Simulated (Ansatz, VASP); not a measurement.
**Cross-check of ThSiO4 between VASP and Ansatz**

Wanted: the spread between two codes on one cell, functional and k mesh. The cell is taken from a series of runs on this material, whose earlier steps may have relaxed, scaled, displaced or heated it; both programs get it as it stands.

Main program and level: Ansatz 0.2.0; plane waves, with VASP 6.6.1 beside it; zone-centre phonons at PBEsol.

**1. Set-up**

Symmetry: I4_1/amd, No. 141, tetragonal system. The conventional cell has a = 7.148 Å, b = 7.148 Å, c = 6.308 Å, α = 90.00°, β = 90.00°, γ = 90.00°. Nearest to Th lie 8 O at 2.37 to 2.45 Å. Nearest to Si lie 4 O at 1.65 Å. Nearest to O lie 1 Si at 1.65 Å and 2 Th at 2.37 to 2.45 Å. Farther neighbours and most contacts between anions are not listed.

As a file:

```cif
data_structure
_symmetry_space_group_name_H-M 'P 1'
_symmetry_Int_Tables_number 1
_cell_length_a 5.9580
_cell_length_b 5.9580
_cell_length_c 5.9580
_cell_angle_alpha 106.276
_cell_angle_beta 106.276
_cell_angle_gamma 116.069
_cell_volume 161.18
loop_
_atom_site_label
_atom_site_type_symbol
_atom_site_fract_x
_atom_site_fract_y
_atom_site_fract_z
_atom_site_occupancy
Th1 Th 0.00000 0.00000 0.00000 1
Th2 Th 0.75000 0.25000 0.50000 1
Si3 Si 0.50000 0.50000 0.00000 1
Si4 Si 0.25000 0.75000 0.50000 1
O5 O 0.50981 0.33291 0.17690 1
O6 O 0.08291 0.40602 0.32310 1
O7 O 0.15602 0.33291 0.82310 1
O8 O 0.08291 0.75981 0.67690 1
O9 O 0.24019 0.91709 0.32310 1
O10 O 0.66709 0.49019 0.82310 1
O11 O 0.59398 0.91709 0.67690 1
O12 O 0.66709 0.84398 0.17690 1
```

**2. Ansatz: zone-centre phonons, PBEsol**

Ansatz runs on its default PAW (the set named soft_2) files.

Second derivatives magnify differences that forces hide, and they need a tight electronic threshold.

Input file input.yaml:

```yaml
crystal:
  lattice:
    - [-3.5741537195, 3.5741537195, 3.1542286643]
    - [3.5741537195, -3.5741537195, 3.1542286643]
    - [3.5741537195, 3.5741537195, -3.1542286643]
  atoms:
    - { symbol: Th, position: [0.0, 0.0, 0.0] }
    - { symbol: Th, position: [0.75, 0.25, 0.5] }
    - { symbol: Si, position: [0.5, 0.5, 0.0] }
    - { symbol: Si, position: [0.25, 0.75, 0.5] }
    - { symbol: O, position: [0.5098085462, 0.3329127885, 0.1768957577] }
    - { symbol: O, position: [0.0829127885, 0.4060170309, 0.3231042423] }
    - { symbol: O, position: [0.1560170309, 0.3329127885, 0.8231042423] }
    - { symbol: O, position: [0.0829127885, 0.7598085462, 0.6768957577] }
    - { symbol: O, position: [0.2401914538, 0.9170872115, 0.3231042423] }
    - { symbol: O, position: [0.6670872115, 0.4901914538, 0.8231042423] }
    - { symbol: O, position: [0.5939829691, 0.9170872115, 0.6768957577] }
    - { symbol: O, position: [0.6670872115, 0.8439829691, 0.1768957577] }
kpoints:
  mp_grid: { grid: [4, 4, 4] }
hamiltonian:
  xc: pbesol
scf:
  occupations: { method: fixed }
output:
  eigenvalues: true
phonons:
  method: dfpt
  dielectric: true
  rigid_motions: translations
```

On the command line:

```
$ ansatz run input.yaml --threads 16 --pin off --max-ram 61440MiB --backend cuda --events-out ev --progress --plain --runs-dir out
```

Numbers of over 12 decimals in the logs are rounded to 6 here.

Log:

```text
Engine: ansatz 0.2.0, aarch64-unknown-linux-gnu
Pseudopotentials: kind: paw
Pseudopotential: Th, paw, valence charge 12, recommended cutoff 420 eV (normal), Th.paw.azcp
Pseudopotential: Si, paw, valence charge 4, recommended cutoff 420 eV (normal), Si.paw.azcp
Pseudopotential: O, paw, valence charge 6, recommended cutoff 420 eV (normal), O.paw.azcp
Functional definition: PBEsol
  exchange = pbesol_x
  correlation = pbesol_c
concurrent solve slots: 12 of 16 are kept, ahead of what memory takes: no pass of the eigensolver takes more rounds on 12
[...]
Crystal: 12 atoms, lattice volume = 161.176 Å³
Basis set: ecut = 420 eV, 3127 PW (Γ), exchange–correlation on 80×80×80 points (8 copies of the dense FFT grid, shifted against one another)
Bands: 52, of which v1, the nominal top of the filled ones, is band 40 counted from 1 (39 counted from 0)
Symmetry: 16 space group operations
k-points: 36 of 64 (irreducible under 1 space group operation, time reversal used)
Non-local potential: Th, projectors of the file, l = 0: 3, l = 1: 2, l = 2: 2, l = 3: 3
Non-local potential: Si, projectors of the file, l = 0: 2, l = 1: 2, l = 2: 2
Non-local potential: O, projectors of the file, l = 0: 2, l = 1: 2, l = 2: 1
PAW form: soft (Blöchl's): semilocal exchange-correlation on the pseudo side does not see the compensation charge
PAW frozen core: Th, regenerated for the run's functional, and the local potential with it (the file was generated under x = pbe(κ = 0.804, μ = 0.219515), c = pbe(β = 0.066725))
PAW frozen core: Si, regenerated for the run's functional, and the local potential with it (the file was generated under x = pbe(κ = 0.804, μ = 0.219515), c = pbe(β = 0.066725))
PAW frozen core: O, regenerated for the run's functional, and the local potential with it (the file was generated under x = pbe(κ = 0.804, μ = 0.219515), c = pbe(β = 0.066725))
PAW one-centre angular grid: Th, 590 points (default); XC on 64 Gauss nodes
PAW one-centre angular grid: Si, 110 points (default); XC on 64 Gauss nodes
PAW one-centre angular grid: O, 110 points (default); XC on 64 Gauss nodes
Initial density: superposition of atomic densities (neutral atoms: chi_scale 0, normalization atom), corrected by the library's trained network
Initial wavefunctions: pseudopotential atomic-orbital guess
[...]
Functional: x = pbesol(κ = 0.804, μ = 0.123457), c = pbesol(β = 0.046)
SCF iter   1: F=—  HF=-31862.569212 eV  |F-HF|=—  |Δ(HF+E_count)|=         —  Δρ=1.43e-2  dr2=2.82e-1  ethr=1.77e-3  ⟨swp⟩=5.1  Hψ=6668  notcnv=0  defer=332
preconditioner: auto → Resta (q_TF=auto, 2.428 Å⁻¹)  ε∞=4.9  [insulator: Δε(μ)=4.753 eV  Ē_g=12.945 eV  n_scr=42 (ndim 8)  ℏωp=25.5 eV  f_vac=0.033  ε∞_Penn≈4.9]
SCF iter   2: F=—  HF=-31862.502279 eV  |F-HF|=—  |Δ(HF+E_count)|=   6.69e-2  Δρ=2.85e-3  dr2=5.81e-3  ethr=3.52e-4  ⟨swp⟩=2.7  Hψ=3197  notcnv=0  defer=345
SCF iter   3: F=—  HF=-31862.502955 eV  |F-HF|=—  |Δ(HF+E_count)|=   6.76e-4  Δρ=1.26e-3  dr2=1.35e-3  ethr=7.26e-6  ⟨swp⟩=2.2  Hψ=2656  notcnv=0  defer=360
SCF iter   4: F=—  HF=-31862.503906 eV  |F-HF|=—  |Δ(HF+E_count)|=   9.51e-4  Δρ=1.51e-4  dr2=3.98e-5  ethr=1.69e-6  ⟨swp⟩=2.9  Hψ=3117  notcnv=0  defer=360
SCF iter   5: F=—  HF=-31862.504008 eV  |F-HF|=—  |Δ(HF+E_count)|=   1.03e-4  Δρ=3.42e-5  dr2=2.42e-6  ethr=4.98e-8  ⟨swp⟩=2.1  Hψ=2508  notcnv=0  defer=304
SCF iter   6: F=—  HF=-31862.503792 eV  |F-HF|=—  |Δ(HF+E_count)|=   2.16e-4  Δρ=1.01e-5  dr2=2.35e-7  ethr=3.03e-9  ⟨swp⟩=2.8  Hψ=3044  notcnv=0  defer=269
SCF iter   7: F=—  HF=-31862.503792 eV  |F-HF|=—  |Δ(HF+E_count)|=   2.47e-7  Δρ=2.17e-6  dr2=9.98e-9  ethr=2.94e-10  ⟨swp⟩=2.0  Hψ=2518  notcnv=0  defer=269
SCF iter   8: F=—  HF=-31862.503792 eV  |F-HF|=—  |Δ(HF+E_count)|=   1.07e-8  Δρ=5.32e-7  dr2=5.30e-10  ethr=1.25e-11  ⟨swp⟩=2.0  Hψ=2865  notcnv=0  defer=269
SCF iter   9: F=-31862.503792 eV  HF=-31862.503792 eV  |F-HF|=3.64e-12  |Δ(HF+E_count)|=  4.47e-10  Δρ=9.87e-8  dr2=1.51e-11  ethr=1.00e-12  ⟨swp⟩=16.5  Hψ=13272  notcnv=0
SCF 1 converged in 9 iterations: F = -31862.503792 eV  dr2 = 1.51e-11
[...]
SCF converged after 9 iterations
[...]
0.00000   -3.28340    0.28309
         0.00000    0.27644   -2.42118
    site 9:
        -3.28340   -0.00000    0.28309
        -0.00000   -1.05809   -0.00000
         0.27644    0.00000   -2.42118
    site 10:
        -1.05809   -0.00000   -0.00000
         0.00000   -3.28340   -0.28309
         0.00000   -0.27644   -2.42118
    site 11:
        -3.28340    0.00000   -0.28309
         0.00000   -1.05809   -0.00000
        -0.27644    0.00000   -2.42118
  Z* charge neutrality: 6.745e-6 e pre-enforcement
  k-mesh period / interband length: 25.2 Å / 1.24 Å = 20.34 at k = (0.0000, 0.0000, 0.0000), direct gap 5.045 eV — 14 or more, which is no proof of convergence
  optical modes at Γ without the LO–TO term, one row a degenerate level:
      ω (cm⁻¹)  modes    IR ((D/Å)²/amu)
        119.41      1             0.0000
        124.57      2             0.0000
        124.99      1             0.0000
        187.65      2             0.0000
        190.90      2            41.8623
        205.08      1             0.0000
        250.53      1             0.0000
        269.50      1            36.6851
        276.26      2             0.0000
        297.77      1             0.0000
        302.36      2            12.4078
        347.80      1             0.0000
        417.27      1             0.0000
[...]
optical modes at Γ + LO–TO along q̂ = [1.0000, 0.0000, 0.0000]:
      ω (cm⁻¹)  modes    IR ((D/Å)²/amu)
[...]
optical modes at Γ + LO–TO along q̂ = [0.0000, 1.0000, 0.0000]:
      ω (cm⁻¹)  modes    IR ((D/Å)²/amu)
[...]
optical modes at Γ + LO–TO along q̂ = [0.0000, 0.0000, 1.0000]:
      ω (cm⁻¹)  modes    IR ((D/Å)²/amu)
[...]
560.84      1             0.0000
        571.32      1            10.6672
        803.43      2           120.0147
        831.22      2             0.0000
        851.74      1             0.0000
        860.30      1             0.0000
        895.38      1             0.0000
       1008.47      1            80.8447
```

In the SCF lines HF is the Harris–Foulkes energy and dr2 the Hartree energy of the density residual, in eV; the loop may stop once dr2 is under the threshold and the program's other checks hold. Hψ counts applications of the Hamiltonian.

(Continued in part 2 of 3.)

[Lines on the potential files, build, host, timing and source positions are cut from VASP's logs without a mark.]

[Logs are printed without paths, hosts, clocks, repeated set-up lines and the standing remarks that a program may print on its own settings, such as how far it seeks lower states.]

[Hosts, paths, dates, database ids (printed as entryN), source tags and the programs' standing remarks are cut or masked in the printed files.]
